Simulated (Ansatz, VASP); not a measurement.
# InP in two plane-wave programs

Wanted: the spread between two codes on one cell, functional and k mesh.

Method: plane waves, with VASP 6.6.1 beside it; G0W0 gap at PBE, in Ansatz 0.2.0.

The database entry behind the starting cell differs from later determinations by our own check (0.1 to 0.3 % short, probably kX units), so it need not match the best structure at ambient conditions.

## (1) Set-up

The structure is cubic, space group F-43m (No. 216). The conventional cell has a = 5.861 Å, b = 5.861 Å, c = 5.861 Å, α = 90.00°, β = 90.00°, γ = 90.00°. In has 4 P at 2.54 Å nearest. P has 4 In at 2.54 Å nearest. Farther neighbours are not listed.

As a file:

```
In P
1.0
     0.00000    2.93050    2.93050
     2.93050    0.00000    2.93050
     2.93050    2.93050    0.00000
In P
1 1
Direct
  0.00000 0.00000 0.00000
  0.25000 0.25000 0.25000
```

## (2) VASP: G0W0 gap, PBE

Quasiparticle shifts depend on high empty states and on the cores, so they are the hardest test of two PAW sets.

Lines of VASP's logs that name or quote its potential files are left out, and so is its time.

The run reads the wave functions of an earlier VASP run, which isn't shown here.

The input, INCAR:

```
SYSTEM = InP
PREC = Accurate
ENCUT = 300
ISMEAR = 0
SIGMA = 0.01
LREAL = .FALSE.
GGA = PE
NBANDS = 152
ALGO = EVGW0
NELMGW = 1
ENCUTGW = 120
NOMEGA = 48
PRECFOCK = Fast
NBANDSGW = 24
LWAVE = .FALSE.
LCHARG = .FALSE.
```

The input, POSCAR:

```
InP
1.0
    0.0000000000      2.9305000000      2.9305000000
    2.9305000000      0.0000000000      2.9305000000
    2.9305000000      2.9305000000      0.0000000000
In P
1 1
Direct
    0.0000000000      0.0000000000      0.0000000000
    0.2500000000      0.2500000000      0.2500000000
```

The input, KPOINTS:

```
Automatic mesh
0
Gamma
4 4 4
0 0 0
```

Potentials, in the order of the species: In_d_GW and P_GW (PBE family, release 64).

The run is started by

```bash
$ mpirun -np 8 vasp_std
```

Numbers of over 12 decimals in the logs are rounded to 6 here.

The log of the run:

```text
[banner, memory and clock lines left out]
running    8 mpi-ranks, on    1 nodes
 distrk:  each k-point on    8 cores,    1 groups
 distr:  one band on    1 cores,    8 groups

 POSCAR found type information on POSCAR InP
 POSCAR found :  2 types and       2 ions
|                                                                             |
|           W    W    AA    RRRRR   N    N  II  N    N   GGGG   !!!           |
|           W    W   A  A   R    R  NN   N  II  NN   N  G    G  !!!           |
|           W    W  A    A  R    R  N N  N  II  N N  N  G       !!!           |
|           W WW W  AAAAAA  RRRRR   N  N N  II  N  N N  G  GGG   !            |
|           WW  WW  A    A  R   R   N   NN  II  N   NN  G    G                |
|           W    W  A    A  R    R  N    N  II  N    N   GGGG   !!!           |
|                                                                             |
|     For optimal performance we recommend to set                             |
|       NCORE = 2 up to number-of-cores-per-socket                            |
|     NCORE specifies how many cores store one orbital (NPAR=cpu/NCORE).      |
|     This setting can greatly improve the performance of VASP for DFT.       |
|     The default, NCORE=1 might be grossly inefficient on modern             |
|     multi-core architectures or massively parallel machines. Do your        |
|     Unfortunately you need to use the default for GW and RPA                |
|     calculations (for HF NCORE is supported but not extensively tested      |
|     yet).                                                                   |
|                                                                             |

|                                                                             |
|           W    W    AA    RRRRR   N    N  II  N    N   GGGG   !!!           |
|           W    W   A  A   R    R  NN   N  II  NN   N  G    G  !!!           |
|           W    W  A    A  R    R  N N  N  II  N N  N  G       !!!           |
|           W WW W  AAAAAA  RRRRR   N  N N  II  N  N N  G  GGG   !            |
|           WW  WW  A    A  R   R   N   NN  II  N   NN  G    G                |
|           W    W  A    A  R    R  N    N  II  N    N   GGGG   !!!           |
|                                                                             |
|     The default for ENCUTGWSOFT is different in this version of VASP.       |
|     please manually set ENCUTGWSOFT =120 in the INCAR file.                 |
|                                                                             |

 LDA part: xc-table for (Slater+PW92), standard interpolation
 found WAVECAR, reading the header
 POSCAR, INCAR and KPOINTS ok, starting setup
 FFT: planning ... GRIDC
 FFT: planning ... GRID_SOFT
 FFT: planning ... GRID
 reading WAVECAR
 the WAVECAR file was read successfully
 initial charge from wavefunction
 available memory per node:     66.98 GB, setting MAXMEM to     68588

 The Fermi energy was updated, please check that it is located mid-gap
 values below the HOMO (VB) or above the LUMO (CB) will cause erroneous energies
 E-fermi :   4.3056

 calculate exact exchange contribution
 the WAVEDER file was read successfully
energies w=
    0.000    0.000    0.309    0.000    0.616    0.000    0.921    0.000
    1.222    0.000    1.519    0.000    1.811    0.000    2.098    0.000
    2.379    0.000    2.655    0.000    2.926    0.000    3.193    0.000
    3.455    0.000    3.715    0.000    3.973    0.000    4.229    0.000
    4.485    0.000    4.742    0.000    5.001    0.000    5.264    0.000
    5.530    0.000    5.804    0.000    6.085    0.000    6.376    0.000
    6.678    0.000    6.995    0.000    7.330    0.000    7.685    0.000
    8.065    0.000    8.475    0.000    8.920    0.000    9.408    0.000
    9.949    0.000   10.553    0.000   11.237    0.000   12.020    0.000
   12.928    0.000   13.998    0.000   15.282    0.000   16.854    0.000
   18.825    0.000   21.372    0.000   24.792    0.000   29.619    0.000
   36.932    0.000   49.278    0.000   74.460    0.000  153.564    0.000
 responsefunction array rank=     176
 LDA part: xc-table for (Slater+PW92), standard interpolation

 min. memory requirement per mpi rank    110.5 MB, per node    883.9 MB

 allocating   6 responsefunctions rank=   176
 shmem allocating  48 responsefunctions rank=   176
 response function shared by NCSHMEM nodes    1
 Doing            6  frequencies on each core in blocks of           48
NQ=   1    0.0000    0.0000    0.0000,
|.........|.........|.........|.........|.........|.........|.........|.........
 performed        223000 updates of chi_q(r,r)
 total number of BLAS operations         50.98 Gflops
NQ=   2    0.2500    0.0000    0.0000,
|.........|.........|.........|.........|.........|.........|.........|.........
 performed        650000 updates of chi_q(r,r)
 total number of BLAS operations        127.91 Gflops
NQ=   3    0.5000    0.0000    0.0000,
|.........|.........|.........|.........|.........|.........|.........|.........
 performed       1019000 updates of chi_q(r,r)
 total number of BLAS operations        199.75 Gflops
NQ=   4    0.2500    0.2500    0.0000,
|.........|.........|.........|.........|.........|.........|.........|.........
 performed       1446000 updates of chi_q(r,r)
 total number of BLAS operations        275.66 Gflops
NQ=   5    0.5000    0.2500    0.0000,
|.........|.........|.........|.........|.........|.........|.........|.........
 performed       2033000 updates of chi_q(r,r)
 total number of BLAS operations        380.08 Gflops
NQ=   6   -0.2500    0.2500    0.0000,
|.........|.........|.........|.........|.........|.........|.........|.........
 performed       2562000 updates of chi_q(r,r)
 total number of BLAS operations        467.92 Gflops
NQ=   7    0.5000    0.5000    0.0000,
|.........|.........|.........|.........|.........|.........|.........|.........
 performed       2887000 updates of chi_q(r,r)
 total number of BLAS operations        526.46 Gflops
NQ=   8   -0.2500    0.5000    0.2500,
|.........|.........|.........|.........|.........|.........|.........|.........
 performed       3299000 updates of chi_q(r,r)
 total number of BLAS operations        606.83 Gflops
 resolving degeneracies of screened two electron integrals

 calculate QP shifts <psi_nk| G(iteration)W_0 |psi_nk>: iteration 1
 entering main loop
```

From OUTCAR (step 2):

```text
ion  position               nearest neighbor table
   1  0.000  0.000  0.000-   2 2.54   2 2.54   2 2.54   2 2.54
   2  0.250  0.250  0.250-   1 2.54   1 2.54   1 2.54   1 2.54

  LATTYP: Found a face centered cubic cell.
 ALAT       =     5.8610000000

 Subroutine GETGRP returns: Found 24 space group operations
 (whereof 24 operations were pure point group operations)

The static configuration has the point symmetry T_d .

 Found      8 irreducible k-points:

   k-points           NKPTS =      8   k-points in BZ     NKDIM =     64   number of bands    NBANDS=    152

   dimension x,y,z NGX =    24 NGY =   24 NGZ =   24
   dimension x,y,z NGXF=    48 NGYF=   48 NGZF=   48

   ENCUT  =  300.0 eV  22.05 Ry    4.70 a.u.   5.85  5.85  5.85*2*pi/ulx,y,z

   NELECT =      18.0000    total number of electrons

  energy-cutoff  :      300.00
  volume of cell :       50.33
      direct lattice vectors                 reciprocal lattice vectors
     0.000000000  2.930500000  2.930500000    -0.170619348  0.170619348  0.170619348
     2.930500000  0.000000000  2.930500000     0.170619348 -0.170619348  0.170619348
     2.930500000  2.930500000  0.000000000     0.170619348  0.170619348 -0.170619348

 k-points in reciprocal lattice and weights: Automatic mesh
   0.00000000  0.00000000  0.00000000       0.016
   0.25000000  0.00000000  0.00000000       0.125
   0.50000000  0.00000000  0.00000000       0.062
   0.25000000  0.25000000  0.00000000       0.094
   0.50000000  0.25000000  0.00000000       0.375
  -0.25000000  0.25000000  0.00000000       0.188
   0.50000000  0.50000000  0.00000000       0.047
  -0.25000000  0.50000000  0.25000000       0.094

 E-fermi :   4.3056

 QP shifts <psi_nk| G(iteration)W_0 |psi_nk>: iteration 1
 for sc-GW calculations column KS-energies equals QP-energies in previous step
 and V_xc(KS)=  KS-energies - (<T + V_ion + V_H > + <T+V_H+V_ion>^1  + <V_x>^1)
 k-point   1 :       0.0000    0.0000    0.0000
  band No.  KS-energies  QP-energies   sigma(KS)   V_xc(KS)     V^pw_x(r,r')   Z            occupation Imag(sigma)
    ...
      6      -7.5674      -7.9643     -11.9540     -11.3022     -18.2679       0.6088       2.0000       0.8700
      7       3.9611       3.5174     -12.8515     -12.2519     -14.0795       0.7399       2.0000       0.0856
      8       3.9611       3.5174     -12.8515     -12.2519     -14.0795       0.7399       2.0000       0.0856
      9       3.9611       3.5174     -12.8515     -12.2519     -14.0795       0.7399       2.0000       0.0856
     10       4.6502       4.7327     -10.8186     -10.9270      -6.8378       0.7608       0.0000      -0.0257
     11       8.0164       8.1076      -9.8851     -10.0058      -5.4775       0.7560       0.0000      -0.0491
     12       8.0164       8.1076      -9.8851     -10.0058      -5.4775       0.7560       0.0000      -0.0491
     13       8.0164       8.1076      -9.8851     -10.0058      -5.4775       0.7560       0.0000      -0.0491
    ...

 k-point   2 :       0.2500    0.0000    0.0000
  band No.  KS-energies  QP-energies   sigma(KS)   V_xc(KS)     V^pw_x(r,r')   Z            occupation Imag(sigma)
    ...
      6      -6.8896      -7.3483     -12.3150     -11.6040     -18.3364       0.6452       2.0000       0.8481
      7       0.5041      -0.0484     -12.0057     -11.2352     -14.1269       0.7171       2.0000       0.1392
      8       3.4000       2.9184     -12.5646     -11.9121     -13.9243       0.7382       2.0000       0.0852
      9       3.4000       2.9184     -12.5646     -11.9121     -13.9243       0.7382       2.0000       0.0852
     10       5.7319       5.8033     -10.4010     -10.4951      -6.3091       0.7593       0.0000      -0.0291
     11       8.7199       8.8282      -9.9576     -10.1023      -5.3602       0.7481       0.0000      -0.0601
     12       8.7199       8.8282      -9.9576     -10.1023      -5.3602       0.7481       0.0000      -0.0601
     13       9.2692       9.3356     -10.1977     -10.2880      -5.4167       0.7353       0.0000      -0.0886
    ...

 k-point   3 :       0.5000    0.0000    0.0000
  band No.  KS-energies  QP-energies   sigma(KS)   V_xc(KS)     V^pw_x(r,r')   Z            occupation Imag(sigma)
    ...
      6      -5.8372      -6.3156     -12.9484     -12.2314     -18.6139       0.6673       2.0000       0.7582
      7      -1.7951      -2.4066     -11.3362     -10.4529     -14.5209       0.6924       2.0000       0.2729
      8       2.9832       2.4727     -12.4374     -11.7426     -13.9560       0.7347       2.0000       0.0865
      9       2.9832       2.4727     -12.4374     -11.7426     -13.9560       0.7347       2.0000       0.0865
     10       5.4366       5.4897     -10.2807     -10.3505      -6.2484       0.7623       0.0000      -0.0257
     11       8.7408       8.8124      -9.6066      -9.7021      -5.0382       0.7492       0.0000      -0.0657
     12       8.7408       8.8124      -9.6066      -9.7021      -5.0382       0.7492       0.0000      -0.0657
     13      11.0552      10.9054      -8.7474      -8.5424      -3.4600       0.7311       0.0000      -0.1861
    ...

 k-point   4 :       0.2500    0.2500    0.0000
  band No.  KS-energies  QP-energies   sigma(KS)   V_xc(KS)     V^pw_x(r,r')   Z            occupation Imag(sigma)
    ...
      6      -6.6667      -7.1249     -12.3662     -11.6614     -18.3096       0.6502       2.0000       0.8348
      7       0.6113       0.0956     -12.4144     -11.6950     -14.4371       0.7170       2.0000       0.1424
      8       2.5424       2.0068     -12.1136     -11.3836     -13.7088       0.7336       2.0000       0.0888
      9       2.5424       2.0068     -12.1136     -11.3836     -13.7088       0.7336       2.0000       0.0888
     10       6.4186       6.3927      -9.3662      -9.3325      -5.2804       0.7658       0.0000      -0.0429
     11       7.0765       7.1421     -10.3748     -10.4624      -6.0756       0.7493       0.0000      -0.0517
     12      10.3145      10.4695     -10.4515     -10.6634      -5.3894       0.7316       0.0000      -0.1036
     13      10.3145      10.4695     -10.4515     -10.6634      -5.3894       0.7316       0.0000      -0.1036
    ...

[... 4 further parts left out ...]
```

(Part 1 of 2 ends here.)

[Lines on the potential files, build, host, timing and source positions are cut from VASP's logs without a mark.]

[Logs are printed without paths, hosts, clocks, repeated set-up lines and the standing remarks that a program may print on its own settings, such as how far it seeks lower states.]

[Hosts, paths, dates, database ids (printed as entryN), source tags and the programs' standing remarks are cut or masked in the printed files.]
